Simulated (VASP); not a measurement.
# GaN: electric field gradients, by spin-orbit coupling

GaN, P6_3mc (no. 186), 4 atoms in the cell.

| Spin-orbit coupling | Vzz of the first element (V/Å²) | Vzz of the second element (V/Å²) | Time (s) |
|---|---|---|---|
| no | -2.30 | 0.80 | 22 |
| yes | -2.29 | 0.80 | 165 |

## Input of the first row

INCAR:
```
SYSTEM = GaN
GGA      = PE             ! functional
PREC     = Accurate       ! precision mode
ENCUT    = 600            ! plane-wave cutoff, eV
EDIFF    = 1E-7           ! SCF threshold, eV
LREAL    = .False.        ! projectors in reciprocal space
LASPH    = .True.         ! aspherical terms in the spheres
ALGO     = Normal         ! electronic algorithm
NELM     = 120            ! most SCF steps
LWAVE    = .False.        ! write WAVECAR
LCHARG   = .False.        ! write CHGCAR
ISMEAR   = 0              ! smearing method
SIGMA    = 0.02           ! smearing width, eV
KPAR     = 4            
LEFG     = .True.       
QUAD_EFG = 171 20.44     
```

KPOINTS:
```
k-points
0
Gamma
  9 9 5
```

POSCAR:
```
GaN
1.0
    3.1800000000      0.0000000000      0.0000000000
   -1.5900000000      2.7539607840      0.0000000000
    0.0000000000      0.0000000000      5.1660000000
Ga N
2 2
Direct
    0.6666666667      0.3333333333      0.5000000000
    0.3333333333      0.6666666667      0.0000000000
    0.6666666667      0.3333333333      0.8750000000
    0.3333333333      0.6666666667      0.3750000000
```

Commands:
```
cat potpaw_PBE.64/Ga_d/POTCAR potpaw_PBE.64/N/POTCAR > POTCAR
mpirun -np 4 vasp_std > vasp.out
```

Changes of the last row against the first:
```
+ LSORBIT = True
+ MAGMOM = 12*0
+ GGA_COMPAT = False
- vasp_std
+ vasp_ncl
```

VASP 6.6.1 took 22 s on 4 cores (Intel Xeon Platinum 8488C (Sapphire Rapids)), a shared host.
